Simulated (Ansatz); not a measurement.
Input and command of a plane-wave DFT calculation in Ansatz:

```yaml
crystal:
  lattice:
    - [0.0, 2.8497851346, 2.8497851346]
    - [2.8497851346, 0.0, 2.8497851346]
    - [2.8497851346, 2.8497851346, 0.0]
  atoms:
    - { symbol: Sb, position: [0.5, 0.5, 0.5] }
    - { symbol: S, position: [0.0, 0.0, 0.0] }
basis:
  ecutwfc: 420
kpoints:
  mp_grid: { grid: [12, 12, 12] }
hamiltonian:
  xc: pbesol
scf:
  occupations: { method: gaussian, width: 0.1 }
output:
  forces: true
  stress: true
  eigenvalues: true
relax:
  adjacent_minimum: "off"
  f_tol: 0.01
  max_steps: 60
  cell: { stress_tol: 0.1 }
```

```bash
ansatz run input.yaml --threads 1 --pin off --max-ram 2560MiB --backend cpu --events-out ev --progress --plain --runs-dir out
```

Processor: Arm Neoverse V2, 1 thread, on a host shared with other jobs.

Problem. How long does it run, and how much memory does it take?

Solution. About 9.1 s on 1 thread of Arm Neoverse V2 (shared host), peak memory 0.34 GiB. It solves 15 bands at 72 k points (the mesh reduced by symmetry) with about 893 plane waves (on the last cell), in 20 SCF iterations over 4 ionic steps.
